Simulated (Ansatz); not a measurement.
Point defect: H interstitial in Te$_{2}$Mo

Level of theory: DFT PBE, scalar-relativistic, plane waves, PAW (Ansatz). Run with 420 eV cutoff, 2×2×2 k-mesh, Gaussian smearing of 0.01 eV, collinear spin in charge 0 alone.

Host crystal, relaxed:

```cif
data_structure
_symmetry_space_group_name_H-M 'P 1'
_symmetry_Int_Tables_number 1
_cell_length_a 3.5567
_cell_length_b 3.5567
_cell_length_c 15.3316
_cell_angle_alpha 90.000
_cell_angle_beta 90.000
_cell_angle_gamma 120.000
_cell_volume 167.96
loop_
_atom_site_label
_atom_site_type_symbol
_atom_site_fract_x
_atom_site_fract_y
_atom_site_fract_z
_atom_site_occupancy
Te1 Te 0.33333 0.66667 0.63207 1
Te2 Te 0.66667 0.33333 0.13207 1
Te3 Te 0.66667 0.33333 0.36793 1
Te4 Te 0.33333 0.66667 0.86793 1
Mo1 Mo 0.33333 0.66667 0.25000 1
Mo2 Mo 0.66667 0.33333 0.75000 1
```

Supercell of 24 atoms, rows in host cell vectors: 0 -2 0; -2 0 0; 0 0 -1. Atoms relax at the host's cell from a start displaced at random by 0.06 Å near the defect, so other minima may exist. The cell is small, so energies carry finite-size errors of tenths of an eV. The host's Kohn–Sham gap is 0.97 eV. Atoms are taken from and returned to the elements' standard states. Charged cells are corrected for image charges with the computed static dielectric tensor (mean 15.4) and aligned with the host's potential at far atoms (alignment terms reach 0.19 eV; the program doubts the alignment in some charges, where it is up to 0.19 eV). No band-filling term is added, and the Fermi level counts from the host's valence band top.

Spin-orbit coupling is left out, which matters for the bands and energies of heavy elements.

Defect: H interstitial at (0.000, 0.000, 0.000) of the host cell.

(1) What is the formation energy of the neutral defect?

(2) Does the neutral defect carry a moment, and how do its surroundings relax?

(3) Charges +1, 0, -1 were computed. Which is stable where in the gap?

Answers

(1) 1.60 eV.

(2) It changes the cell's moment by 0.50 μB (a fraction, from partly filled bands). The nearest neighbours before are 6 Te at 2.88 Å; after relaxation the atoms near the site are 1 Te at 1.82 Å, 1 Te at 2.72 Å, 1 Te at 2.73 Å, 2 Te at 3.29 Å, 1 Mo at 3.55 Å, 1 Mo at 3.56 Å; the largest move is 0.92 Å.

(3) Among the charges computed the stable one is +1 at the valence band top, changing to -1 at 0.59 eV. Other sites of the defect weren't tried. Levels between neighbouring charges: (+1/0) 0.61 eV, (0/-1) 0.57 eV.